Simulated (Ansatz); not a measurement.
Runs of Ansatz 0.2.0 on ZnSe (Stilleite). The structure is cubic, space group F-43m (No. 216). Conventional cell: a = 5.668 Å, b = 5.668 Å, c = 5.668 Å, α = 90.00°, β = 90.00°, γ = 90.00°. Se (site symmetry -43m) is surrounded by 4 Zn at 2.45 Å. Zn (site symmetry -43m) has 4 Se at 2.45 Å as nearest neighbours. 

| task | level | spin | cell | k mesh | smearing | points for each segment of the path | gap on the mesh (eV) | pressure (GPa) | relaxed volume (Å³/atom) |
| --- | --- | --- | --- | --- | --- | --- | --- | --- | --- |
| single point | PBE | off | as given | 8 × 8 × 8 | gaussian 0.022 eV | - | 1.29 | 2.1 | - |
| relaxation of cell and atoms | RPBE+D4 | off | relaxed | 8 × 8 × 8 | fermi-dirac 0.05 eV | - | 1.51 | 0.0 | 22.47 |
| relaxation of cell and atoms | LDA | off | relaxed | 8 × 8 × 8 | fermi-dirac 0.05 eV | - | 1.25 | 0.0 | (a) |
| single point | PBE | off | as given | 8 × 8 × 8 | gaussian 0.016 eV | - | 1.29 | 2.1 | - |
| single point | PBE | off | as given | 8 × 8 × 8 | gaussian 0.017 eV | - | 1.29 | 2.1 | - |
| relaxation of cell and atoms | revPBE+D3(BJ) | off | relaxed | 8 × 8 × 8 | fermi-dirac 0.05 eV | - | 1.50 | 0.0 | 22.27 |
| relaxation of cell and atoms | PBEsol | off | relaxed | 8 × 8 × 8 | fermi-dirac 0.05 eV | - | 1.24 | 0.0 | (b) |
| band structure | PBEsol | SOC, no magnetisation | as given | 6 × 6 × 6 | fermi-dirac 0.05 eV | 14 | 1.04 | -1.1 | - |
| single point | PBE | off | as given | 8 × 8 × 8 | gaussian 0.018 eV | - | 1.29 | 2.1 | - |
| band structure | PBEsol | off | as given | 8 × 8 × 8 | fermi-dirac 0.05 eV | 14 | 1.17 | -1.1 | - |
| band structure | LDA | SOC, no magnetisation | as given | 6 × 6 × 6 | fermi-dirac 0.05 eV | 14 | 0.90 | -3.4 | - |
| single point | PBE | off | as given | 8 × 8 × 8 | gaussian 0.021 eV | - | 1.29 | 2.1 | - |

Alike in all rows: potentials or basis Ansatz PAW; cutoff (eV) 420.

Question: Estimate the missing entries.

Answer: (a) 21.57; (b) 22.34.

Caveats: the PAW data sets come from PBE, with cores solved anew for the run's functional, which leaves a small shift of forces and pressure (some runs); the plane-wave basis is chosen anew once the cell has moved, so the energies of steps on either side of that aren't comparable (some runs).

A k mesh can miss the band edges, and rows without SOC leave out spin-orbit coupling on Se.
